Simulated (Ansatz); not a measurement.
**PtS$_{2}$: vibrational free energy, entropy and heat capacity**

Computed with Ansatz 0.2.0, DFT PBE+D3(BJ), scalar-relativistic, plane waves, PAW. Settings: 420 eV plane-wave cutoff, Γ-centred 10×10×10 mesh, fixed occupations. No spin polarisation. Phonons by linear response, acoustic sum rule imposed.

Equilibrium structure at this level:
```xyz
3
Lattice="1.7717 1.0229 5.3363 -1.7717 1.0229 5.3363 0.0000 -2.0458 5.3363" Properties=species:S:1:pos:R:3 pbc="T T T"
Pt    0.0000    0.0000    0.0000
S     0.0000    0.0000   11.9083
S     0.0000    0.0000    4.1006
```

The cell was found from a structure generator's guess, not taken from experiment. Spin–orbit coupling is left out, which matters for heavy elements. The q mesh is coarse, so values between its points are rough.

Force constants from linear response on a 2×2×2 q mesh, interpolated to a fine mesh.

**Question.** How much zero-point energy does an atom carry?

**Answer.** 45.9 meV.

**Question.** How large are the vibrational entropy and heat capacity at 300 K?

**Answer.** S = 3.04 k_B and C_V = 2.64 k_B per atom, 88 % of the Dulong–Petit value.

**Question.** Tabulate them against temperature.

**Answer.**
```tsv
T (K)	F_vib (meV/atom)	S (k_B/atom)	C_V (k_B/atom)
100	43.4	0.80	1.25
200	31.0	2.04	2.27
300	9.0	3.04	2.64
400	-20.8	3.82	2.79
500	-56.5	4.45	2.86
600	-97.2	4.98	2.90
700	-142.1	5.43	2.93
800	-190.6	5.82	2.94
900	-242.3	6.17	2.96
1000	-296.9	6.48	2.96
```
